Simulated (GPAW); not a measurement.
Here is a GPAW 26.7.0 calculation.

File run.py:

```python
from ase import Atoms
from ase.dft.bandgap import bandgap
from ase.io import write
from ase.units import GPa
from gpaw import GPAW, PW

atoms = Atoms(['Al', 'N'],
              cell=[[0.0, 2.2127336128, 2.2127336128],
                    [2.2127336128, 0.0, 2.2127336128],
                    [2.2127336128, 2.2127336128, 0.0]],
              scaled_positions=[[0.0, 0.0, 0.0],
                                [0.25, 0.25, 0.25]],
              pbc=True)

calc = GPAW(mode=PW(650),
            xc='LDA',
            kpts={'size': (8, 8, 8), 'gamma': True},
            occupations={'name': 'fermi-dirac', 'width': 0.01},
            nbands=11,
            convergence={'density': 1e-05, 'energy': 1e-05},
            maxiter=150,
            txt='gpaw.txt')
atoms.calc = calc
energy = atoms.get_potential_energy()
forces = atoms.get_forces()
stress = atoms.get_stress()
calc.write('gs.gpw')
write('result.traj', atoms)
print(f'Energy: {energy:.6f} eV')
print('Forces (eV/A):')
print(forces.round(4))
print('Stress (GPa):', (stress / GPa).round(3))
print('Fermi level:', round(calc.get_fermi_level(), 4), 'eV')
print(f'Gap: {bandgap(calc)[0]:.4f} eV, direct: {bandgap(calc, direct=True)[0]:.4f} eV')
```

Potentials or basis: the program's PAW data sets (release 1.2.1) made for this functional, pw.

Launch:

```console
$ OMP_NUM_THREADS=1 python run.py
```

**Question.** Predict the band gap on the k mesh.

**Answer.** 3.22 eV, indirect (least direct gap 3.92 eV).

**Question.** Predict the pressure.

**Answer.** -13.7 GPa.

Caveat: the cutoff is short for stress and forces, so pressures can be off by a GPa or more. A k mesh can miss the band edges.
